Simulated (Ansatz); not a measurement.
# PbSe (PbO-type structure)

The computed numbers are results of PBEsol, scalar-relativistic (no spin polarisation) in the plane-wave PAW code Ansatz at 420 eV, Γ-centred 6×6×8 mesh, 0.05 eV Gaussian smearing. The datasets are Ansatz's generated set soft_2.

```
CELL_PARAMETERS angstrom
5.24429 0.00000 0.00000
0.00000 5.24429 0.00000
0.00000 0.00000 3.99483
ATOMIC_POSITIONS crystal
Pb 0.50000 0.00000 0.34655
Pb 0.00000 0.50000 0.65345
Se 0.00000 0.00000 0.00000
Se 0.50000 0.50000 0.00000
```

This is a trial structure; measured cells of the compound in the Crystallography Open Database are in space group Fm-3m (rock salt).

The cell above was scaled in volume, and shape and atoms were relaxed at each volume within its symmetry. Energies are counted from the cell above.

| V (Å³/atom) | ΔE (meV/atom) | P from the stress (GPa) |
| --- | --- | --- |
| 26.368 | 4.33 | 1.24 |
| 26.918 | 1.03 | 0.60 |
| 27.467 | 0.00 | 0.01 |
| 28.016 | 0.98 | -0.55 |
| 28.566 | 3.62 | -0.98 |

Task: Do the energies and the pressures agree? Compare −ΔE/ΔV between neighbouring points (1 meV/Å³ = 0.1602 GPa) with the mean of their pressures.

Result: 
```
interval (Å³/atom)  −ΔE/ΔV (GPa)  mean P (GPa)
    26.37 to 26.92           1.0           0.9
    26.92 to 27.47           0.3           0.3
    27.47 to 28.02          -0.3          -0.3
    28.02 to 28.57          -0.8          -0.8
```
They differ by 0.04 GPa at most.

Task: What do the two routes give for V0, B0 and B0′?

Result: A third-order Birch–Murnaghan fit of the energies: V0 = 27.46 Å³/atom, B0 = 29 GPa, B0′ = 6.8. A polynomial of P in ln V, with B = −dP/d ln V at P = 0: V0 = 27.47 Å³/atom, B0 = 29 GPa, B0′ = 4.4. The two B0′ disagree, so these points don't fix it: the range is narrow, and mesh and smearing noise enter a third derivative strongly.

B0·V0 = 28.8 GPa × 27.46 Å³ = 4.93 eV/atom sets the scale: near the minimum ΔE ≈ ½ B0 V0 x², with x = V/V0 − 1, and a pressure of 0.29 GPa squeezes the volume by about 1 %. At the ends of the curve: x = −4.0 % predicts 3.9 meV/atom and the run gives 4.3; x = +4.0 % predicts 4.0 meV/atom and the run gives 3.6. Compression costs more and expansion less than the parabola says, since the crystal stiffens as it shrinks; B0′ measures that.

No spin–orbit coupling, a notable omission for heavy elements.
